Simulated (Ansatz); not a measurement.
# ZnO (zincite) (P6_3mc) in Ansatz: band structure with HSE06

Aim: the band structure of ZnO (zincite) with HSE06.

Program: Ansatz 0.2.0. These are calculated values, not measurements. Logs are shortened: lines on timing, memory, paths and dates and some standing lists are left out, and cuts for length are marked.

## (1) The structure

The structure is hexagonal, space group P6_3mc (No. 186). The conventional cell has a = 3.249 Å, b = 3.249 Å, c = 5.206 Å, α = 90.00°, β = 90.00°, γ = 120.00°. Around Zn (site symmetry 3m) lie 4 O at 1.97 to 1.98 Å. O (site symmetry 3m) has 4 Zn at 1.97 to 1.98 Å as nearest neighbours.

## (2) Band structure, HSE06

Input file input.yaml:

```yaml
crystal:
  lattice:
    - [3.249308, 0.0, 0.0]
    - [-1.624654, 2.8139832727, 0.0]
    - [0.0, 0.0, 5.205709]
  atoms:
    - { symbol: Zn, position: [0.6666666667, 0.3333333333, 0.0] }
    - { symbol: Zn, position: [0.3333333333, 0.6666666667, 0.5] }
    - { symbol: O, position: [0.3333333333, 0.6666666667, 0.87901] }
    - { symbol: O, position: [0.6666666667, 0.3333333333, 0.37901] }
hamiltonian:
  xc: hse06
  pseudopotentials: { kind: paw }
kpoints:
  mp_grid: { grid: [5, 5, 3] }
  band_path:
    path:
      - [[0.0, 0.0, 0.0], [0.5, 0.0, 0.0], [0.3333333333, 0.3333333333, 0.0], [0.0, 0.0, 0.0], [0.0, 0.0, 0.5], [0.5, 0.0, 0.5], [0.3333333333, 0.3333333333, 0.5], [0.0, 0.0, 0.5]]
      - [[0.5, 0.0, 0.5], [0.5, 0.0, 0.0]]
      - [[0.3333333333, 0.3333333333, 0.0], [0.3333333333, 0.3333333333, 0.5]]
    npoints: 4
scf:
  occupations: { method: fermi_dirac, width: 0.05 }
  n_extra_bands: 10
output:
  forces: true
  stress: true
  eigenvalues: true
  fatbands: false
```

Potentials or basis: Ansatz PAW.

The run is started by

```bash
$ ansatz run input.yaml --threads 2 --pin off --max-ram 5632MiB --backend cpu --events-out ev --progress --plain --runs-dir out
```

The log of the run:

```text
Warning: output.stress: scf.convergence.dr2_threshold = 1e-7 eV (the SCF's general default) is looser than the 4e-10 eV advised for a printed stress (1e-10 eV for each atom of the cell: 4). What an SCF threshold leaves in a stress goes as its square root, and in the free energy as the threshold itself, and one threshold admits the most on a small cell: of the crystals measured, under no hybrid functional and no lock of the moments, on runs that ended without the residual-converged pass, on stresses that held no estimate of that error, the worst erred by over 100 MPa in a component at 1e-7 eV an atom and by under 5 at 1e-10. Set scf.convergence.dr2_threshold to 4e-10 eV or tighter. The threshold is an SCF's pass mark: one that does not reach it within its budget of iterations ends unconverged, or closes short of it on a stop that the run arms, and scf.convergence.dr2_threshold's page says what that costs each kind of run
Warning: output.stress: scf.exx.energy_threshold = 1e-6 eV is looser than the 4e-8 eV advised for a stress under a hybrid functional (1e-8 eV for each atom of the cell: 4). Every SCF of the exchange loop can meet its threshold on dr2 while the loop round them stops early: no threshold on dr2 bounds what that leaves in the stress. Set scf.exx.energy_threshold to 4e-8 eV or tighter. The threshold is the loop's pass mark: a loop that does not reach it within its budget of cycles ends unconverged, and scf.exx.energy_threshold's page has the law
Warning: RAYON_NUM_THREADS=2 ignored (pool sized by the plan → 2); use --threads N
scf.n_extra_bands = 10 over 18 filled bands (N_el = 36.0): the run solves 28 bands
Engine: ansatz 0.2.0, aarch64-unknown-linux-gnu
Pseudopotentials: kind: paw
Pseudopotential: Zn, paw, valence charge 12, recommended cutoff 420 eV (normal), Zn.paw.azcp
Pseudopotential: O, paw, valence charge 6, recommended cutoff 420 eV (normal), O.paw.azcp
Functional definition: HSE06
  parameter a = 0.25
  parameter omega = 0.11/bohr
  exchange = pbe_x - a*pbe_x_sr(omega) + a*exact_x_sr(omega)
  correlation = pbe_c
Crystal: 4 atoms, lattice volume = 47.598 Å³
Basis set: ecut = 420 eV, 941 PW (Γ), exchange–correlation on 48×48×72 points (8 copies of the dense FFT grid, shifted against one another)
Bands: 28, of which v1, the nominal top of the filled ones, is band 18 counted from 1 (17 counted from 0)
Symmetry: 12 space group operations
Space group: P63mc (ITA 186), of the structure as read, at distance tolerance 3.6e-5 Å
k-points: 10 of 75 (time reversal used)
Non-local potential: Zn, projectors of the file, l = 0: 2, l = 1: 2, l = 2: 3, l = 3: 1
Non-local potential: O, projectors of the file, l = 0: 2, l = 1: 2, l = 2: 1
PAW form: soft (Blöchl's): semilocal exchange-correlation on the pseudo side does not see the compensation charge
PAW frozen core: Zn, regenerated for the run's functional, and the local potential with it (the file was generated under x = pbe(κ = 0.804, μ = 0.2195149727645171), c = pbe(β = 0.06672455060314922))
PAW frozen core: O, regenerated for the run's functional, and the local potential with it (the file was generated under x = pbe(κ = 0.804, μ = 0.2195149727645171), c = pbe(β = 0.06672455060314922))
PAW one-centre angular grid: Zn, 590 points (default); XC on 64 Gauss nodes
PAW one-centre angular grid: O, 110 points (default); XC on 96 Gauss nodes
Initial density: superposition of atomic densities (neutral atoms: chi_scale 0, normalization atom), corrected by the library's trained network
Initial wavefunctions: pseudopotential atomic-orbital guess
Functional: x = pbe(κ = 0.804, μ = 0.2195149727645171), c = pbe(β = 0.06672455060314922), warm-up for x = pbe(κ = 0.804, μ = 0.2195149727645171) + 0.25 (exact − pbe) at short range (hse, ω = 0.20786987370883472 Å⁻¹), c = pbe(β = 0.06672455060314922); HSE06 as pw.x's `hse` composes it (authors' and Libxc's form: `xc: wpbeh`)
SCF iter   1: F=—  HF=-7773.671083 eV  |F-HF|=—  |Δ(HF+E_count)|=         —  Δρ=2.34e-3  dr2=1.38e-3  ethr=1.77e-3  ⟨swp⟩=11.2  Hψ=1428  notcnv=0
preconditioner: auto → none  [insulator: Δε(μ)=0.825 eV  Ē_g=16.757 eV  σ=0.050 eV  W_gap=1.00  n_scr=22 (ndim 8)  ℏωp=32.3 eV  f_vac=0.035  D(μ)=0.00/eV (n_scr^D=0)]
SCF iter   2: F=—  HF=-7773.670870 eV  |F-HF|=—  |Δ(HF+E_count)|=   2.13e-4  Δρ=1.38e-3  dr2=5.26e-4  ethr=3.84e-6  ⟨swp⟩=4.2  Hψ=875  notcnv=0  defer=1
iter 3 solved again at ethr=2.90e-8 eV; its pass at ethr=1.46e-6 eV (dr2=1.05e-5 eV) is discarded
SCF iter   3: F=-7773.670692 eV  HF=-7773.670626 eV  |F-HF|=6.60e-5  |Δ(HF+E_count)|=   2.44e-4  Δρ=2.73e-4  dr2=1.06e-5  ethr=2.90e-8  ⟨swp⟩=2.1  Hψ=1103  notcnv=0
SCF 1 stopped early in 3 iterations: F = -7773.670692 eV  dr2 = 1.06e-5
Initial density: handed on by an earlier stage of this run
Initial wavefunctions: those handed on with the density
Functional: x = pbe(κ = 0.804, μ = 0.2195149727645171) + 0.25 (exact − pbe) at short range (hse, ω = 0.20786987370883472 Å⁻¹), c = pbe(β = 0.06672455060314922); HSE06 as pw.x's `hse` composes it (authors' and Libxc's form: `xc: wpbeh`)
Exchange kernel: α = 0.2500, screened, ω = 0.2079 Å⁻¹, Wigner–Seitz truncation, v(0) = 1032.3211 eV·Å³, q-mesh 5×5×3, nearest image of the exchange supercell L = 15.62 Å, pair-density grid 18×18×30, without the augmentation charges, whose exchange is taken in its separable form by FFT convolution over the k-point mesh (sized by the pseudopotential files, 20×20×36 at the most), smooth part of the exact exchange by density-matrix convolution
Frozen-core exchange: fock
SCF iter   1: F=—  HF=-7773.454993 eV  |F-HF|=—  |Δ(HF+E_count)|=         —  Δρ=2.66e-2  dr2=1.84e-1  ethr=2.95e-7  ⟨swp⟩=6.4  Hψ=1433  notcnv=0
preconditioner: auto → none  [insulator: Δε(μ)=2.603 eV  Ē_g=19.868 eV  σ=0.050 eV  W_gap=1.00  n_scr=22 (ndim 8)  ℏωp=32.3 eV  f_vac=0.035  D(μ)=0.00/eV (n_scr^D=0)]
SCF iter   2: F=—  HF=-7773.397436 eV  |F-HF|=—  |Δ(HF+E_count)|=   5.76e-2  Δρ=4.54e-3  dr2=7.40e-3  ethr=2.95e-7  ⟨swp⟩=5.0  Hψ=1157  notcnv=0
SCF iter   3: F=—  HF=-7773.412056 eV  |F-HF|=—  |Δ(HF+E_count)|=   1.46e-2  Δρ=5.81e-3  dr2=8.03e-3  ethr=2.95e-7  ⟨swp⟩=4.9  Hψ=948  notcnv=0
SCF iter   4: F=—  HF=-7773.410844 eV  |F-HF|=—  |Δ(HF+E_count)|=   1.21e-3  Δρ=2.24e-3  dr2=1.06e-3  ethr=2.95e-7  ⟨swp⟩=4.0  Hψ=797  notcnv=0
SCF iter   5: F=—  HF=-7773.412089 eV  |F-HF|=—  |Δ(HF+E_count)|=   1.25e-3  Δρ=1.16e-3  dr2=4.22e-4  ethr=2.95e-7  ⟨swp⟩=4.0  Hψ=743  notcnv=0
SCF iter   6: F=—  HF=-7773.411967 eV  |F-HF|=—  |Δ(HF+E_count)|=   1.22e-4  Δρ=5.54e-4  dr2=1.42e-4  ethr=2.95e-7  ⟨swp⟩=3.8  Hψ=679  notcnv=0
SCF iter   7: F=-7773.411926 eV  HF=-7773.411928 eV  |F-HF|=1.84e-6  |Δ(HF+E_count)|=   3.96e-5  Δρ=4.20e-5  dr2=1.64e-6  ethr=2.95e-7  ⟨swp⟩=3.0  Hψ=508  notcnv=0
SCF 2 stopped early in 7 iterations: F = -7773.411926 eV  dr2 = 1.64e-6
  Residual-converged pass: ⟨swp⟩=3.8  Hψ=808  notcnv=0  max |occ|·‖R‖ = 6.6e-6 eV (tolerance 6.7e-6 eV)  dr2=1.53e-6  dr2_onsite=4.26e-8  max |Δocc| = 6.8e-16
hybrid outer 1: dexx = +2.334e-2 eV, tail = 9.08e-5 eV
Exchange kernel: α = 0.2500, screened, ω = 0.2079 Å⁻¹, Wigner–Seitz truncation, v(0) = 1032.3211 eV·Å³, q-mesh 5×5×3, nearest image of the exchange supercell L = 15.62 Å, pair-density grid 18×18×30, without the augmentation charges, whose exchange is taken in its separable form by FFT convolution over the k-point mesh (sized by the pseudopotential files, 20×20×36 at the most), smooth part of the exact exchange by density-matrix convolution
Frozen-core exchange: fock
SCF iter   1: F=—  HF=-7773.410683 eV  |F-HF|=—  |Δ(HF+E_count)|=         —  Δρ=1.37e-4  dr2=6.98e-6  ethr=1.26e-6  ⟨swp⟩=4.0  Hψ=670  notcnv=0
preconditioner: auto → none  [insulator: Δε(μ)=2.526 eV  Ē_g=19.605 eV  σ=0.050 eV  W_gap=1.00  n_scr=22 (ndim 8)  ℏωp=32.3 eV  f_vac=0.050  D(μ)=0.00/eV (n_scr^D=0)]
SCF iter   2: F=—  HF=-7773.410683 eV  |F-HF|=—  |Δ(HF+E_count)|=   4.85e-7  Δρ=1.72e-5  dr2=3.17e-7  ethr=1.39e-8  ⟨swp⟩=4.0  Hψ=705  notcnv=0
SCF iter   3: F=—  HF=-7773.410685 eV  |F-HF|=—  |Δ(HF+E_count)|=   1.38e-6  Δρ=1.81e-5  dr2=1.02e-7  ethr=1.89e-10  ⟨swp⟩=4.2  Hψ=900  notcnv=0
SCF iter   4: F=—  HF=-7773.410685 eV  |F-HF|=—  |Δ(HF+E_count)|=   2.45e-8  Δρ=1.83e-6  dr2=4.33e-9  ethr=1.89e-10  ⟨swp⟩=3.1  Hψ=569  notcnv=0
SCF iter   5: F=-7773.410685 eV  HF=-7773.410685 eV  |F-HF|=2.86e-9  |Δ(HF+E_count)|=   2.18e-8  Δρ=3.09e-6  dr2=3.10e-9  ethr=2.13e-12  ⟨swp⟩=4.1  Hψ=819  notcnv=0
SCF 3 converged in 5 iterations: F = -7773.410685 eV  dr2 = 3.10e-9
  Residual-converged pass: ⟨swp⟩=2.2  Hψ=460  notcnv=0  max |occ|·‖R‖ = 6.2e-7 eV (tolerance 6.3e-7 eV)  dr2=3.10e-9  dr2_onsite=7.46e-10  max |Δocc| = 1.2e-20
hybrid outer 2: dexx = +1.310e-6 eV, tail = 3.38e-8 eV, Δε = 5.02e-3 eV (about 1.23e-4 eV left of the loop's levels), ΔF = 1.07e-3 eV/Å (tail 3.32e-4)
NSCF: frozen V_eff on 39 k-points
hybrid SCF converged: 2 outer / 12 inner (+3 warm-up), last move |dexx| = 1.31e-6 eV, tail = 3.38e-8 eV
Stability not checked: this state was not tested for a lower state beside it, because the functional holds exact exchange (a hybrid, or Hartree-Fock), whose exchange loop this test does not read (fock_operator; see scf.lower_state_search)
Free energy (F): -7773.410685 eV
Frozen-core exchange: fock
Harris-Foulkes:  -7773.410685 eV  (|F-HF|=2.86e-9)
Internal energy: -7773.410685 eV  (E = F + TS)
E sigma→0 (E₀):  -7773.410685 eV
Fermi energy:    7.219575 eV
--- Per-component energies (eV) ---
  E_band       = -8.177765
  E_kinetic    = 613.184306
  E_local      = -4024.414857  (includes V_loc(G=0)·N_el)
  E_nonlocal   = 1341.676039
  E_hartree    = 1664.952205
  E_xc         = -333.996322
  E_vxc        = -230.644887  (∫ρ·V_xc dr)
  E_exx        = -122.729219  (= α·E_x^exact, valence–valence)
  E_paw        = -3950.720315  (= ΣΔE_a)
  E_vpaw       = -792.431591  (= ΣTr[D̂ρ^β])
  E_aug_tail   = 0.004208  (compensation charges beyond the density's cutoff)
  E_ewald      = -2962.594745
  E_core_change = 1.228014  (= ΣΔE_core)
  E_smearing   = -0.000000  (= −TS)
  E_closure    = 0.000000  (closes the sum)
  Σ components = -7773.410685   (vs F -7773.410685, Δ=0.00e0)
--- Forces (eV/Å), atoms counted from 1 ---
  atom   1  Zn     0.00000000     0.00000000    -0.07845625
  atom   2  Zn     0.00000000    -0.00000000    -0.07845625
  atom   3  O     -0.00000000     0.00000000     0.07844267
  atom   4  O      0.00000000    -0.00000000     0.07844267
  max |Σ_I F_I| component: 2.72e-5 eV/Å
--- Stress (GPa, compression-positive) ---
        0.079202       0.000000      -0.000000
        0.000000       0.079202      -0.000000
       -0.000000      -0.000000       1.397409
  P = ⅓ Tr σ = 0.5186 GPa (5.186 kbar)
--- Band table (eV; the first three rows and the last of 10) ---
  k-point 0: bands = ["-13.5133", "-12.7578", "-0.7432", "-0.7432", "-0.7158", "-0.5453", "-0.5453", "0.0666", "0.2792", "0.2792", "0.4784", "0.4784", "0.9362", "5.0726", "5.0726", "5.8761", "5.9344", "5.9344", "8.4611", "13.1768", "16.2955", "20.9589", "20.9589", "22.2647", "22.3693", "22.3693", "24.4338", "26.1633"]
  k-point 1: bands = ["-13.3312", "-12.9535", "-0.7849", "-0.7127", "-0.7127", "-0.6149", "-0.6149", "-0.6101", "0.3446", "0.3446", "0.4452", "0.4452", "2.4222", "4.4806", "5.2919", "5.2919", "5.7228", "5.7228", "10.0703", "12.2161", "17.1372", "19.6394", "21.0157", "21.0157", "21.6582", "21.6582", "25.4332", "27.0688"]
  k-point 2: bands = ["-13.3018", "-12.6721", "-0.8267", "-0.6348", "-0.6175", "-0.4851", "-0.3723", "0.0843", "0.2046", "0.2824", "0.4938", "0.7369", "1.1414", "3.7443", "4.5215", "4.5580", "5.5791", "5.6548", "10.3090", "14.6180", "16.1525", "18.2882", "20.3211", "21.3893", "21.8056", "22.5410", "23.5018", "25.3501"]
  k-point 9: bands = ["-12.6871", "-12.6142", "-0.7196", "-0.5457", "-0.4641", "-0.1705", "-0.0291", "-0.0216", "0.3582", "0.3736", "0.6841", "0.7120", "1.6071", "1.9004", "2.9773", "3.9297", "4.2147", "4.7014", "14.4067", "15.0296", "16.1738", "16.9878", "17.5625", "18.4914", "21.7996", "22.8132", "24.4971", "25.7639"]
```

Wall time 2.5 min (2 threads of Arm Neoverse V1, shared host); peak memory 0.78 GiB.

What came out:

```yaml
Free_energy: -7773.4107 eV
Pressure: 0.5 GPa
Largest_force: 0.078 eV/Å
Band_gap_on_the_k_mesh: 2.53 eV, direct
Band_gap_along_the_path: 2.53 eV, direct
```

Forces in eV/Å, atoms in the order of the input:
```
Zn   0.000  0.000 -0.078
Zn   0.000  0.000 -0.078
O    0.000  0.000  0.078
O    0.000  0.000  0.078
```

Stress tensor (GPa, compression positive):
```
0.08 0.00 0.00
0.00 0.08 0.00
0.00 0.00 1.40
```

Levels at the corners of the path, in eV from the valence-band top:
```csv
point,band 15,band 16,band 17,band 18,band 19,band 20,band 21,band 22
Γ,-0.86,-0.06,0.00,0.00,2.53,7.24,10.36,15.02
M,-3.05,-2.38,-1.39,-0.86,7.82,8.70,9.45,10.81
K,-3.88,-2.09,-2.09,-1.83,9.42,9.93,9.93,10.07
Γ,-0.86,-0.06,0.00,0.00,2.53,7.24,10.36,15.02
A,-0.43,-0.43,-0.43,-0.43,5.28,5.28,12.25,12.25
L,-1.59,-1.59,-1.43,-1.43,7.57,7.57,10.71,10.71
H,-2.92,-2.92,-1.27,-1.27,9.87,9.87,10.09,10.09
A,-0.43,-0.43,-0.43,-0.43,5.28,5.28,12.25,12.25
L,-1.59,-1.59,-1.43,-1.43,7.57,7.57,10.71,10.71
M,-3.05,-2.38,-1.39,-0.86,7.82,8.70,9.45,10.81
K,-3.88,-2.09,-2.09,-1.83,9.42,9.93,9.93,10.07
H,-2.92,-2.92,-1.27,-1.27,9.87,9.87,10.09,10.09
```

Caveat: the k mesh is coarse (spacing up to 0.45 Å⁻¹), so the values aren't converged, least of all with exact exchange; the pressure holds a Pulay correction of +0.6 GPa for the finite cutoff; the PAW data sets come from PBE, with cores solved anew for the run's functional, which leaves a small shift of forces and pressure; the thresholds are loose for stress.
